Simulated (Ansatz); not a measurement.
BN in Ansatz: the effect of functional

The system is BN.

```
N B
1.0
     2.45684    0.00000    0.00000
    -1.22126    2.13181    0.00000
    -0.61779   -1.06590    2.96084
N B
1 1
Direct
  0.66851 0.33238 0.98500
  0.97964 0.98350 0.00181
```

The cell comes from a database or a generator and needn't be the stable form of this composition.

The cell isn't the ideal one: volume scaled by 0.94.

Alike in all runs:

```yaml
Program: Ansatz 0.2.0
Task: single point
Potentials_or_basis: Ansatz PAW
k_mesh: 13 × 13 × 9
Occupations: fermi-dirac, width 0.05 eV
Spin: no spin polarisation
```

```csv
functional,cutoff,gap on the mesh (eV),pressure (GPa),largest force (eV/Å)
LDA,420 eV (not typed: the program's choice for these potentials),?,?,?
PBEsol,420 eV (not typed: the program's choice for these potentials),2.67,20.2,3.14
r2SCAN,500 eV (not typed: the program's choice for these potentials),3.26,19.7,3.15
```

Problem. What does the run with functional LDA give?

Solution. gap on the mesh 2.61 eV; pressure 14.1 GPa; largest force 3.10 eV/Å.

Caveats: odd divisions of the mesh miss points on the zone boundary, where band edges often lie, so the gap on the mesh can be too wide; the PAW data sets come from PBE, with cores solved anew for the run's functional, which leaves a small shift of forces and pressure; forces of over 1 eV/Å show positions far from the minimum, so gaps and moduli don't describe the material at rest.

A k mesh can miss the band edges.
